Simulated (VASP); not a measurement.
# BaTiO3 (P4mm) in VASP: further runs

The runs below take BaTiO3 through relaxation of shape and atoms at fixed volume, relaxation of cell and atoms, with PBE, LDA.

Program: VASP 6.6.1. These are calculated values, not measurements. Logs are shortened: lines on timing, memory, paths and dates and some standing lists are left out, and cuts for length are marked.

## Step 1: Starting point

Symmetry: P4mm, No. 99, tetragonal system. Conventional cell: a = 4.000 Å, b = 4.000 Å, c = 4.018 Å, α = 90.00°, β = 90.00°, γ = 90.00°. Around Ba (site symmetry 4mm) lie 12 O at 2.79 to 2.88 Å. Around Ti (site symmetry 4mm) lie 6 O at 1.89 to 2.13 Å. O (site symmetry 4mm) has 2 Ti at 1.89 to 2.13 Å as nearest neighbours. O (site symmetry 2mm) is surrounded by 2 Ti at 2.00 Å.

## Step 2: Relaxation of shape and atoms at fixed volume, PBE (a relaxed cell with its volume scaled by 1.06)

Contents of INCAR:

```
SYSTEM = BaTiO3
PREC = Accurate ; ENCUT = 300
EDIFF = 1E-7 ; ISMEAR = 0
SIGMA = 0.03 ; LREAL = .False.
LASPH = .True. ; NELM = 80
ALGO = Normal ; ISIF = 4
LWAVE = .False. ; LCHARG = .False.
GGA = PE ; IBRION = 2
NSW = 40 ; EDIFFG = -0.01
KPAR = 2
```

Contents of KPOINTS:

```
regular mesh
0
Gamma
  4 4 4
  0 0 0
```

Contents of POSCAR:

```
BaTiO3                                  
1.0
    4.0763361471      0.0000000000      0.0000000000
    0.0000000000      4.0763361471     -0.0000000000
    0.0000000000     -0.0000000000      4.2355180370
  Ba              Ti              O             
     1     1     3
Direct
     0.0000000000000000    0.0000000000000000    0.9945700298220147
     0.5000000000000000    0.5000000000000000    0.4767435513628115
     0.5000000000000000    0.5000000000000000    0.0347048149443065
     0.5000000000000000    0.0000000000000000    0.5184908019354367
     0.0000000000000000    0.5000000000000000    0.5184908019354367
```

Potentials or basis: VASP PAW PBE potentials, release 64 (Ba_sv, Ti_sv, O_s).

On the command line:

```
cat potpaw_PBE.64/Ba_sv/POTCAR potpaw_PBE.64/Ti_sv/POTCAR potpaw_PBE.64/O_s/POTCAR > POTCAR
mpirun -np 2 vasp_std > vasp.out
```

OUTCAR:

```text
SYSTEM = BaTiO3
   PREC = Accurate
   ENCUT = 300
   EDIFF = 1E-7
   ISMEAR = 0
   LREAL = .False.
   LASPH = .True.
   NELM = 80
   ISIF = 4
   GGA = PE
   IBRION = 2
   NSW = 40
   EDIFFG = -0.01

 ion  position               nearest neighbor table
   1  0.000  0.000  0.995-   4 2.87   5 2.87   5 2.87   4 2.87   3 2.89   3 2.89   3 2.89   3 2.89
                             4 3.01   5 3.01   5 3.01   4 3.01   2 3.53   2 3.53   2 3.53   2 3.53
   2  0.500  0.500  0.477-   3 1.87   4 2.05   5 2.05   4 2.05   5 2.05   3 2.36   1 3.53   1 3.53
                             1 3.53   1 3.53   1 3.62   1 3.62   1 3.62   1 3.62
   3  0.500  0.500  0.035-   2 1.87   2 2.36   1 2.89   1 2.89   1 2.89   1 2.89
   4  0.500  0.000  0.518-   2 2.05   2 2.05   1 2.87   1 2.87   1 3.01   1 3.01
   5  0.000  0.500  0.518-   2 2.05   2 2.05   1 2.87   1 2.87   1 3.01   1 3.01

  LATTYP: Found a simple tetragonal cell.
 ALAT       =     4.0763361471
 C/A-ratio  =     1.0390502363

  Lattice vectors:

 A1 = (   4.0763361471,   0.0000000000,   0.0000000000)
 A2 = (   0.0000000000,   4.0763361471,   0.0000000000)
 A3 = (   0.0000000000,   0.0000000000,   4.2355180370)

Analysis of symmetry for initial positions (statically):
=====================================================================
 Subroutine PRICEL returns:
 Original cell was already a primitive cell.

 Routine SETGRP: Setting up the symmetry group for a
 simple tetragonal supercell.

 Subroutine GETGRP returns: Found  8 space group operations
 (whereof  8 operations were pure point group operations)
 out of a pool of 16 trial point group operations.

The static configuration has the point symmetry C_4v.

Analysis of symmetry for dynamics (positions and initial velocities):
=====================================================================
 Subroutine PRICEL returns:
 Original cell was already a primitive cell.

 Routine SETGRP: Setting up the symmetry group for a
 simple tetragonal supercell.

 Subroutine GETGRP returns: Found  8 space group operations
 (whereof  8 operations were pure point group operations)
 out of a pool of 16 trial point group operations.

The dynamic configuration has the point symmetry C_4v.

 Subroutine INISYM returns: Found  8 space group operations
 (whereof  8 operations are pure point group operations),
 and found     1 'primitive' translations

----------------------------------------------------------------------------------------

                                     Primitive cell

  volume of cell :      70.3796

  direct lattice vectors                    reciprocal lattice vectors
     4.076336147  0.000000000  0.000000000     0.245318336  0.000000000  0.000000000
     0.000000000  4.076336147  0.000000000     0.000000000  0.245318336  0.000000000
     0.000000000  0.000000000  4.235518037     0.000000000  0.000000000  0.236098629

  length of vectors
     4.076336147  4.076336147  4.235518037     0.245318336  0.245318336  0.236098629

  position of ions in fractional coordinates (direct lattice)
     0.000000000  0.000000000  0.994570030
     0.500000000  0.500000000  0.476743551
     0.500000000  0.500000000  0.034704815
     0.500000000  0.000000000  0.518490802
     0.000000000  0.500000000  0.518490802

  ion indices of the primitive-cell ions
   primitive index   ion index
                 1           1
                 2           2
                 3           3
                 4           4
                 5           5

----------------------------------------------------------------------------------------

 KPOINTS: regular mesh

Automatic generation of k-mesh.
 Grid dimensions read from file:
 generate k-points for:    4    4    4

 Generating k-lattice:

  Cartesian coordinates                     Fractional coordinates (reciprocal lattice)
     0.061329584  0.000000000  0.000000000     0.250000000  0.000000000  0.000000000
     0.000000000  0.061329584  0.000000000     0.000000000  0.250000000  0.000000000
     0.000000000  0.000000000  0.059024657     0.000000000  0.000000000  0.250000000

  Length of vectors
     0.061329584  0.061329584  0.059024657

  Shift w.r.t. Gamma in fractional coordinates (k-lattice)
     0.000000000  0.000000000  0.000000000

 Subroutine IBZKPT returns following result:
 ===========================================

 Found     18 irreducible k-points:

 Following reciprocal coordinates:
            Coordinates               Weight
  0.000000  0.000000  0.000000      1.000000
  0.250000  0.000000  0.000000      4.000000
  0.500000  0.000000  0.000000      2.000000
  0.250000  0.250000  0.000000      4.000000
  0.500000  0.250000  0.000000      4.000000
  0.500000  0.500000  0.000000      1.000000
[... 10 lines left out ...]
  0.500000  0.250000  0.500000      4.000000
  0.500000  0.500000  0.500000      1.000000
   k-points           NKPTS =     18   k-points in BZ     NKDIM =     18   number of bands    NBANDS=     24
   number of dos      NEDOS =    301   number of ions     NIONS =      5
   total plane-waves  NPLWV =  13824
   dimension x,y,z NGX =    24 NGY =   24 NGZ =   24
   dimension x,y,z NGXF=    48 NGYF=   48 NGZF=   48
   ions per type =               1   1   3
   NGX,Y,Z   is equivalent  to a cutoff of   9.79,  9.79,  9.42 a.u.
   NGXF,Y,Z  is equivalent  to a cutoff of  19.58, 19.58, 18.84 a.u.
 SYSTEM =  BaTiO3
   PREC   = accura    normal or accurate (medium, high low for compatibility)
   ISTART =      0    job   : 0-new  1-cont  2-samecut
   ICHARG =      2    charge: 1-file 2-atom 10-const
   ISPIN  =      1    spin polarized calculation?
   LNONCOLLINEAR =      F non collinear calculations
   LSORBIT =      F    spin-orbit coupling
   LASPH  =      T    aspherical Exc in radial PAW
   ENCUT  =  300.0 eV  22.05 Ry    4.70 a.u.   5.76  5.76  5.98*2*pi/ulx,y,z
   NELM   =     80;   NELMIN=  2; NELMDL= -5     # of ELM steps
   EDIFF  = 0.1E-06   stopping-criterion for ELM
   LREAL  =      F    real-space projection
   EDIFFG = -.1E-01   stopping-criterion for IOM
   NSW    =     40    number of steps for IOM
   IBRION =      2    ionic relax: 0-MD 1-quasi-New 2-CG
   NFREE  =      1    steps in history (QN), initial steepest desc. (CG)
   ISIF   =      4    stress and relaxation
   ISYM   =      2    0-nonsym 1-usesym 2-fastsym
   POTIM  = 0.5000    time-step for ionic-motion
   TEBEG  =    0.0;   TEEND  =   0.0 temperature during run
   PSTRESS=    0.0 pullay stress
   NELECT =      40.0000    total number of electrons
   NUPDOWN=      -1.0000    fix difference up-down
   EMIN   =  10.00;   EMAX   =-10.00  energy-range for DOS
   EFERMI =   0.00;   METHOD = LEGACY
   ISMEAR =     0;   SIGMA  =   0.03  broadening in eV -4-tet -1-fermi 0-gaus
   EFERMI_NEDOS =   21; number of points for ismear=-14 and -15
   IALGO  =     38    algorithm
   IMIX   =      4    mixing-type and parameters
     AMIX     =   0.40;   BMIX     =  1.00
     AMIX_MAG =   1.60;   BMIX_MAG =  1.00
  volume/ion in A,a.u.               =      14.08        94.99
  Fermi-wavevector in a.u.,A,eV,Ry     =   1.356061  2.562584 25.019784  1.838902
  Thomas-Fermi vector in A             =   2.483096
   LORBIT       =      0    0 simple, 1 ext, 2 COOP (PROOUT), +10 PAW based schemes
   GGA     = PE    functional components
   LHFCALC =     F    Hartree Fock is set to
   AEXX    =    0.0000 exact exchange contribution
   IVDW    =     0    specifies the selected vdW correction
   LEPSILON=     F    determine dielectric tensor
   LRPA    =     F    only Hartree local field effects (RPA)
 conjugate gradient relaxation of ions
 non-spin polarized calculation
 Gauss-broadening in eV      SIGMA  =   0.03
  energy-cutoff  :      300.00
  volume of cell :       70.38
 maximum number of plane-waves:       848
 NGX is ok and might be reduce to    24
   NGX = 11   NGY = 11   NGZ = 11

--------------------------------------- Ionic step        1  -------------------------------------------

 number of electron      40.0000057 magnetization

 Free energy of the ion-electron system (eV)
  ---------------------------------------------------
  ext. energy  EPLUGINS =         0.00000000
  ---------------------------------------------------
  free energy    TOTEN  =       -39.94209988 eV

  energy without entropy =      -39.94209988  energy(sigma->0) =      -39.94209988

------------------------ aborting loop because EDIFF is reached ----------------------------------------

  FORCE on cell =-STRESS in cart. coord.  units (eV):
  Direction    XX          YY          ZZ          XY          YZ          ZX
  --------------------------------------------------------------------------------------
  -------------------------------------------------------------------------------------
  Total       -3.6803215     -3.6803215     -3.5581654      0.0000000      0.0000000      0.0000000
  in kB      -83.7818262    -83.7818262    -81.0009671      0.0000000      0.0000000      0.0000000
  external PRESSURE =     -82.8548732 kB  Pullay stress =       0.0000000 kB
[... 98 lines left out ...]
  FREE ENERGIE OF THE ION-ELECTRON SYSTEM (eV)
  ---------------------------------------------------
  free  energy   TOTEN  =       -39.9616546368 eV

  energy  without entropy=      -39.9616546368  energy(sigma->0) =      -39.96165464

[... ionic steps 4 to 13 ...]

--------------------------------------- Ionic step       14  -------------------------------------------

 number of electron      40.0000016 magnetization

------------------------ aborting loop because EDIFF is reached ----------------------------------------

  FORCE on cell =-STRESS in cart. coord.  units (eV):
  Direction    XX          YY          ZZ          XY          YZ          ZX
  --------------------------------------------------------------------------------------
  -------------------------------------------------------------------------------------
  Total       -2.2037017     -2.2037017     -2.1933180      0.0000000      0.0000000      0.0000000
  in kB      -50.1668555    -50.1668555    -49.9304724      0.0000000      0.0000000      0.0000000
  external PRESSURE =     -50.0880611 kB  Pullay stress =       0.0000000 kB
[... 63 lines left out ...]
  energy  without entropy=      -39.9851972314  energy(sigma->0) =      -39.98519723

--------------------------------------- Ionic step       16  -------------------------------------------

 number of electron      40.0000012 magnetization

 Free energy of the ion-electron system (eV)
  ---------------------------------------------------
  ext. energy  EPLUGINS =         0.00000000
  ---------------------------------------------------
  free energy    TOTEN  =       -39.98520199 eV

  energy without entropy =      -39.98520199  energy(sigma->0) =      -39.98520199

 E-fermi :   3.9426     XC(G=0): -10.7373

 val. band max:        3.6974483425   @ k =   0.5000   0.5000   0.5000
 cond. band min:       5.4322322917   @ k =   0.0000   0.0000   0.0000
 fundamental gap:      1.7347839493
 Fermi energy:         3.9426302961

 k-point     1 :       0.0000    0.0000    0.0000
  band No.  band energies     occupation
      1     -53.0755      2.00000
      2     -29.4640      2.00000
      3     -29.2832      2.00000
      4     -29.2832      2.00000
      5     -21.7666      2.00000
      6     -13.2739      2.00000
[... 507 lines left out ...]
  FREE ENERGIE OF THE ION-ELECTRON SYSTEM (eV)
  ---------------------------------------------------
  free  energy   TOTEN  =       -39.9852019863 eV

  energy  without entropy=      -39.9852019863  energy(sigma->0) =      -39.98520199

 reached required accuracy - stopping structural energy minimisation
```

Run time: 64 s. Hardware: 2 MPI ranks of Intel Xeon Platinum 8488C (Sapphire Rapids), shared host; peak memory 0.14 GiB.

These settings aren't checked as converged: the numbers below hold their error.

What came out:

| Property | Result |
| --- | --- |
| Free energy | -39.9852 eV |
| Energy gained by relaxing | 8.6 meV/atom |
| Ionic steps | 16 |
| Band gap on the k mesh | 1.73 eV, indirect (least direct gap 2.38 eV) |

Caveat: the cutoff is under 1.25 times the usual one of these potentials, so pressure, stress and relaxed cells hold a basis-set (Pulay) error; spin-orbit coupling is left out, which moves the levels of the heavy elements.

## Step 3: Relaxation of cell and atoms, LDA

Contents of INCAR:

```
SYSTEM = BaTiO3
  ALGO = Normal
  EDIFF = 1E-6
  EDIFFG = -0.01
  ENCUT = 600
  IBRION = 2
  ISIF = 3
  ISMEAR = 0
  KPAR = 2
  LASPH = .TRUE.
  LCHARG = .FALSE.
  LREAL = .FALSE.
  LWAVE = .FALSE.
  NELM = 80
  NSW = 90
  PREC = Accurate
  SIGMA = 0.03
```

Contents of KPOINTS:

```
k-points
0
G
  8 8 8
  0 0 0
```

Contents of POSCAR:

```
BaTiO3
1.0
    3.9998000000      0.0000000000      0.0000000000
    0.0000000000      3.9998000000      0.0000000000
    0.0000000000      0.0000000000      4.0180000000
Ba Ti O
1 1 3
Direct
    0.0000000000      0.0000000000      0.0000000000
    0.5000000000      0.5000000000      0.4900000000
    0.5000000000      0.5000000000      0.0190000000
    0.5000000000      0.0000000000      0.5170000000
    0.0000000000      0.5000000000      0.5170000000
```

Potentials or basis: VASP PAW LDA potentials, release 64 (Ba_sv, Ti_sv, O).

On the command line:

```
cat potpaw_LDA.64/Ba_sv/POTCAR potpaw_LDA.64/Ti_sv/POTCAR potpaw_LDA.64/O/POTCAR > POTCAR
mpirun -np 2 vasp_std > vasp.out
```

It took 2.2 min on 2 MPI ranks of Intel Xeon Platinum 8488C (Sapphire Rapids), shared host; peak memory 0.27 GiB.

It converged, with:

```
Free energy                            : -44.1752 eV
Relaxed volume                         : 12.39 Å³/atom
Relaxed cell                           : a = 3.942 Å, b = 3.942 Å, c = 3.989 Å, α = 90.00°, β = 90.00°, γ = 90.00°
Space group after relaxing (to 0.05 Å) : P4mm (No. 99)
Energy gained by relaxing              : 11.0 meV/atom
Ionic steps                            : 10
Pressure after relaxing                : 0.0 GPa
Largest force after relaxing           : 0.006 eV/Å
Band gap on the k mesh                 : 1.75 eV, indirect (least direct gap 2.04 eV)
```

Forces in eV/Å, atoms in the order of the input:
```
Ba   0.000  0.000  0.004
Ti   0.000  0.000 -0.004
O    0.000  0.000 -0.006
O    0.000  0.000  0.003
O    0.000  0.000  0.003
```

The path:
| step | energy change (eV) | largest force (eV/Å) | pressure (GPa) | volume (Å³) |
| --- | --- | --- | --- | --- |
| 1 | 0.0000 | 0.3674 | -6.70 | 64.28 |
| 2 | 0.0180 | 0.4622 | 9.10 | 59.41 |
| 3 | -0.0532 | 0.0662 | 0.00 | 61.95 |
| 4 | -0.0532 | 0.0649 | 0.09 | 61.90 |
| 5 | -0.0544 | 0.0412 | 0.12 | 61.91 |
| 6 | -0.0546 | 0.0365 | 0.13 | 61.91 |
| 7 | -0.0547 | 0.0190 | -0.08 | 61.99 |
| 8 | -0.0547 | 0.0175 | -0.13 | 62.01 |
| 9 | -0.0548 | 0.0164 | 0.09 | 61.95 |
| 10 | -0.0548 | 0.0057 | 0.03 | 61.97 |

Final structure:
```xyz
5
Lattice="3.9418 0.0000 0.0000 0.0000 3.9418 0.0000 0.0000 0.0000 3.9886" Properties=species:S:1:pos:R:3 pbc="T T T"
Ba    3.9418    0.0000    0.0075
Ti    1.9709    1.9709    1.9519
O     1.9709    1.9709    0.0886
O     1.9709    0.0000    2.0532
O     0.0000    1.9709    2.0532
```

Levels at points of the mesh, in eV from the valence-band top:
| k point | band 17 | band 18 | band 19 | band 20 | band 21 | band 22 | band 23 | band 24 |
| --- | --- | --- | --- | --- | --- | --- | --- | --- |
| (0.00, 0.00, 0.00) | -1.25 | -0.31 | -0.29 | -0.29 | 1.75 | 1.99 | 1.99 | 4.28 |
| (0.50, 0.00, 0.00) | -1.95 | -1.81 | -1.00 | -0.88 | 2.14 | 3.66 | 3.70 | 4.31 |
| (0.50, 0.50, 0.00) | -1.79 | -0.94 | -0.94 | -0.09 | 3.72 | 3.72 | 4.11 | 4.96 |
| (0.00, 0.00, 0.50) | -2.01 | -2.01 | -0.72 | -0.72 | 1.93 | 3.66 | 3.66 | 4.29 |
| (0.50, 0.00, 0.50) | -1.74 | -0.92 | -0.90 | -0.22 | 3.68 | 3.68 | 4.06 | 5.18 |
| (0.50, 0.50, 0.50) | -2.44 | -0.12 | -0.12 | 0.00 | 4.36 | 4.36 | 4.39 | 6.65 |

Caveat: spin-orbit coupling is left out, which moves the levels of the heavy elements. A k mesh can miss the band edges.
